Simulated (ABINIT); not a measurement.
The system is RbBr.

```
CELL_PARAMETERS angstrom
0.00000 3.42700 3.42700
3.42700 0.00000 3.42700
3.42700 3.42700 0.00000
ATOMIC_POSITIONS crystal
Rb 0.00000 0.00000 0.00000
Br 0.50000 0.50000 0.50000
```

Base run:

```yaml
Program: ABINIT 10.8.3 (patched build)
Functional: PBE
Potentials_or_basis: JTH PAW PBE v2.0
Cutoff: 435 eV
k_mesh: 7 × 7 × 7
Occupations: fermi-dirac, width 0.05 eV
Spin: no spin polarisation
```

Its results: band gap on the k mesh 4.35 eV, direct; pressure 1.1 GPa.

After a change of settings the same cell gave: band gap on the k mesh 4.96 eV, direct; pressure 1.0 GPa. Which change was it?
A. functional from PBE to PBEsol; potentials or basis from JTH PAW PBE v2.0 to PseudoDojo NC SR PBEsol v0.4.1 standard; cutoff from 435 eV to 626 eV
B. functional from PBE to LDA; potentials or basis from JTH PAW PBE v2.0 to JTH PAW LDA v2.0
C. functional from PBE to r2SCAN; cutoff from 435 eV to 517 eV; fine-grid cutoff from 870.764 eV to 1034.03 eV

C.

Caveats: the PAW data sets were made with another functional, which shifts forces and pressure a little (some runs).
